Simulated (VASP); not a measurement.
Level of theory: LDA (Ceperley-Alder, Perdew-Zunger), VASP's LDA PAW potentials (set 64) (plane waves; VASP).

Input for VASP

### INCAR
```
! general
SYSTEM =BaSnO3
PREC   =Accurate
ENCUT  =520
LREAL  =F
LASPH  =T
ICHARG =11

! electronic loop
EDIFF  =1E-7
NELM   =100
ALGO   =Normal
LMAXMIX=4

! smearing
ISMEAR =0
SIGMA  =0.05

! output
LWAVE  =F
LCHARG =F
LORBIT =11
```

KPOINTS:
```
k-points along high-symmetry lines
15
Line-mode
Reciprocal
  0.000000   0.000000   0.000000 ! GAMMA
  0.000000   0.500000   0.000000 ! X

  0.000000   0.500000   0.000000 ! X
  0.500000   0.500000   0.000000 ! M

  0.500000   0.500000   0.000000 ! M
  0.000000   0.000000   0.000000 ! GAMMA

  0.000000   0.000000   0.000000 ! GAMMA
  0.500000   0.500000   0.500000 ! R

  0.500000   0.500000   0.500000 ! R
  0.000000   0.500000   0.000000 ! X

  0.500000   0.500000   0.500000 ! R
  0.500000   0.500000   0.000000 ! M
```

File POSCAR:
```
BaSnO3
4.0980150
  1.0000001212   0.0000000000   0.0000000000
  0.0000000000   1.0000001212   0.0000000000
  0.0000000000   0.0000000000   1.0000001212
Ba Sn O
1 1 3
Direct
  0.0000000000   0.0000000000   0.0000000000
  0.5000000000   0.5000000000   0.5000000000
  0.5000000000   0.0000000000   0.5000000000
  0.0000000000   0.5000000000   0.5000000000
  0.5000000000   0.5000000000   0.0000000000
```

POTCAR, in this order: Ba_sv Sn_d O (LDA.64 set). Program: vasp_std. Read from the step before: CHGCAR.

The resulting files:

OUTCAR:
```
 ion  position               nearest neighbor table
   1  0.000  0.000  0.000-   3 2.90   4 2.90   5 2.90   3 2.90   4 2.90   4 2.90   5 2.90   4 2.90
                             3 2.90   5 2.90   3 2.90   5 2.90   2 3.55   2 3.55   2 3.55   2 3.55
   2  0.500  0.500  0.500-   3 2.05   4 2.05   5 2.05   5 2.05   3 2.05   4 2.05   1 3.55   1 3.55
                             1 3.55   1 3.55   1 3.55   1 3.55   1 3.55   1 3.55
   3  0.500  0.000  0.500-   2 2.05   2 2.05   1 2.90   1 2.90   1 2.90   1 2.90
   4  0.000  0.500  0.500-   2 2.05   2 2.05   1 2.90   1 2.90   1 2.90   1 2.90
   5  0.500  0.500  0.000-   2 2.05   2 2.05   1 2.90   1 2.90   1 2.90   1 2.90
  LATTYP: Found a simple cubic cell.
 ALAT       =     4.0980154966
 Subroutine PRICEL returns:
 Original cell was already a primitive cell.
 Subroutine GETGRP returns: Found 48 space group operations
The static configuration has the point symmetry O_h .
The dynamic configuration has the point symmetry O_h .
 Subroutine INISYM returns: Found 48 space group operations
   k-points           NKPTS =     90   k-points in BZ     NKDIM =     90   number of bands    NBANDS=     25
   number of dos      NEDOS =    301   number of ions     NIONS =      5
   total plane-waves  NPLWV =  27000
   dimension x,y,z NGX =    30 NGY =   30 NGZ =   30
   dimension x,y,z NGXF=    60 NGYF=   60 NGZF=   60
   ions per type =               1   1   3
   PREC   = accura    normal or accurate (medium, high low for compatibility)
   ISTART =      0    job   : 0-new  1-cont  2-samecut
   ICHARG =     11    charge: 1-file 2-atom 10-const
...
```

**OSZICAR**
```
       N       E                     dE             d eps       ncg     rms          rms(c)
DAV:   1     0.445276828039E+03    0.44528E+03   -0.22142E+04  4763   0.227E+03
DAV:   2     0.202759362122E+02   -0.42500E+03   -0.41400E+03  5093   0.580E+02
DAV:   3    -0.319525389688E+02   -0.52228E+02   -0.51246E+02  5462   0.169E+02
DAV:   4    -0.340444871803E+02   -0.20919E+01   -0.20860E+01  5713   0.352E+01
DAV:   5    -0.341153507403E+02   -0.70864E-01   -0.70841E-01  6790   0.585E+00
DAV:   6    -0.341168084684E+02   -0.14577E-02   -0.14576E-02  5850   0.724E-01
DAV:   7    -0.341168653490E+02   -0.56881E-04   -0.56879E-04  6946   0.125E-01
DAV:   8    -0.341168661249E+02   -0.77587E-06   -0.77584E-06  5818   0.141E-02
DAV:   9    -0.341168661414E+02   -0.16491E-07   -0.16516E-07  5017   0.207E-03
   1 F= -.34116866E+02 E0= -.34116866E+02  d E =-.563915E-12
```

File OUTCAR:
```
 val. band max:        4.2928410377   @ k =   0.5000   0.5000   0.5000

 cond. band min:       5.2936136236   @ k =   0.0000   0.0000   0.0000



 k-point     1 :       0.0000    0.0000    0.0000
  band No.  band energies     occupation
      1     -20.4953      2.00000
      2     -16.2439      2.00000
      3     -16.2439      2.00000
      4     -15.3824      2.00000
      5     -15.3824      2.00000
      6     -15.3824      2.00000
      7     -13.2690      2.00000
      8     -10.1415      2.00000
      9     -10.1415      2.00000
     10      -5.7772      2.00000
     11      -5.7772      2.00000
     12      -5.7772      2.00000
     13      -0.3622      2.00000
     14      -0.3622      2.00000
     15      -0.3622      2.00000
     16       3.2037      2.00000
     17       3.2037      2.00000
     18       3.2037      2.00000
     19       3.7779      2.00000
     20       3.7779      2.00000
     21       3.7779      2.00000
     22       5.2936      0.00000
     23       9.0646      0.00000
     24       9.0646      0.00000
     25      11.5320      0.00000

 k-point     2 :       0.0000    0.0357    0.0000
  band No.  band energies     occupation
      1     -20.4942      2.00000
      2     -16.2439      2.00000
      3     -16.2403      2.00000
      4     -15.3827      2.00000
      5     -15.3827      2.00000
      6     -15.3824      2.00000
      7     -13.2674      2.00000
      8     -10.1614      2.00000
      9     -10.1411      2.00000
     10      -5.7743      2.00000
     11      -5.7743      2.00000
     12      -5.7696      2.00000
     13      -0.3650      2.00000
     14      -0.3641      2.00000
     15      -0.3641      2.00000
     16       3.1919      2.00000
     17       3.1987      2.00000
     18       3.1987      2.00000
     19       3.7328      2.00000
     20       3.7731      2.00000
     21       3.7731      2.00000
     22       5.3578      0.00000
     23       9.0887      0.00000
     24       9.0888      0.00000
...
```

The density is held fixed in this step, so its total energy and stress have no physical meaning. Unless said otherwise, spin-orbit coupling is left out, though it shifts the bands of the heavy elements here.

The compound is BaSnO3 in the cubic perovskite structure. It was relaxed first.
